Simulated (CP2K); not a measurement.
## Ge under changes of volume

One of the cells (22.639 Å³/atom); the others are scaled copies at fixed shape and fractional positions:

```
Ge
1.0
     4.00068    0.00000    0.00000
     2.00034    3.46469    0.00000
     2.00034    1.15490    3.26654
Ge
2
Direct
  0.75000 0.75000 0.75000
  0.50000 0.50000 0.50000
```

```yaml
Program: CP2K 2026.2
Functional: LDA
Potentials_or_basis: GTH_POTENTIALS Ge GTH-PADE-q4; TZVP-MOLOPT-PBE-GTH basis
Density_cutoff: 6123 eV
k_mesh: 8 × 8 × 8
Occupations: fermi-dirac, width 0.05 eV
Spin: no spin polarisation
```

```csv
volume (Å³/atom),energy over the lowest point (meV/atom),pressure (GPa)
21.281,?,?
21.733,0.00,0.0
22.186,2.27,-1.5
22.639,8.28,-2.7
23.092,17.63,-3.9
23.545,30.06,-4.9
23.997,45.20,-5.8
```

Q: What does the run at 21.281 Å³/atom give?

A: Energy over the lowest point 2.15 meV/atom; pressure 1.6 GPa.

Worked out: A Birch-Murnaghan fit of order 3 (a polynomial in V^(-2/3)) to the other rows has its minimum at 21.70 Å³/atom, just outside them, with B0 = V·E''(V) = 70 GPa and B' = 3.8. It gives 1.83 meV/atom at 21.281 Å³/atom, against the run's 2.15, and -dE/dV = 1.4 GPa, against 1.6.

Energies are extrapolated to zero smearing.

Caveats: the basis of atomic orbitals isn't converged, which shifts pressures, moduli and gaps.
